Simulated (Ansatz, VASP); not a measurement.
## ZnS in VASP and in Ansatz

Contents of INCAR:

```
PREC = Accurate
ENCUT = 520
EDIFF = 1E-7
ISMEAR = 0
SIGMA = 0.01
LREAL = False
LASPH = True
NELM = 60
ALGO = Normal
ISIF = 2
LWAVE = False
LCHARG = False
GGA = CA
NBANDS = 16
```

File KPOINTS:

```
regular mesh
0
Gamma
  8 8 8
```

POSCAR

```
ZnS
1.0
    2.5878863262      2.5878863262      0.0000000000
   -2.5878863262      2.5878863262      0.0000000000
    0.0000000000      2.5878863262      2.5878863262
Zn S
1 1
Direct
    0.7500000000      0.2500000000      0.5000000000
    0.0000000000      0.0000000000      0.0000000000
```

Input for Ansatz:

```yaml
crystal:
  lattice:
    - [2.58788632617, 2.58788632617, 0.0]
    - [-2.58788632617, 2.58788632617, 0.0]
    - [0.0, 2.58788632617, 2.58788632617]
  atoms:
    - { symbol: Zn, position: [0.75, 0.25, 0.5] }
    - { symbol: S, position: [0.0, 0.0, 0.0] }
kpoints:
  mp_grid: { grid: [8, 8, 8] }
scf:
  occupations: { method: fixed }
  convergence: { dr2_threshold: 1.0e-10 }
hamiltonian:
  xc: lda
  pseudopotentials: { kind: all_electron, lapw: { basis_error: 0.0005 } }
output:
  forces: true
  stress: true
  eigenstates:
    kpoints:
      - [0.0, 0.0, 0.0]
      - [-0.5, -0.5, -0.5]
      - [-0.5, 0.5, 0.0]
      - [0.0, 0.0, -0.5]
      - [0.0, -0.5, -0.5]
      - [0.0, 0.5, 0.0]
      - [-0.5, 0.0, 0.0]
      - [-0.5, 0.0, -0.5]
  eigenvalues: true
```

Alike in both runs: task single point; functional LDA; k mesh 8 × 8 × 8; no spin polarisation.

```csv
,VASP,Ansatz
version,VASP 6.6.1,Ansatz 0.2.0
potentials or method,"VASP PAW LDA potentials, release 64 (Zn, S)","all-electron LAPW, scalar-relativistic"
plane-wave cutoff (eV),520,see its input
occupations,"gaussian, width 0.01 eV",fixed
```

VASP gave:

```
gap on the k mesh at the Fermi level (eV) : 2.48
pressure (GPa)                            : 7.3
```

**Question.** What did Ansatz give for the same quantities?

**Answer.** gap on the k mesh at the Fermi level (eV): 2.45; pressure (GPa): 7.0.

Ansatz ran all-electron here, so the differences hold the error of VASP's frozen core and of both bases.

A k mesh can miss the band edges.
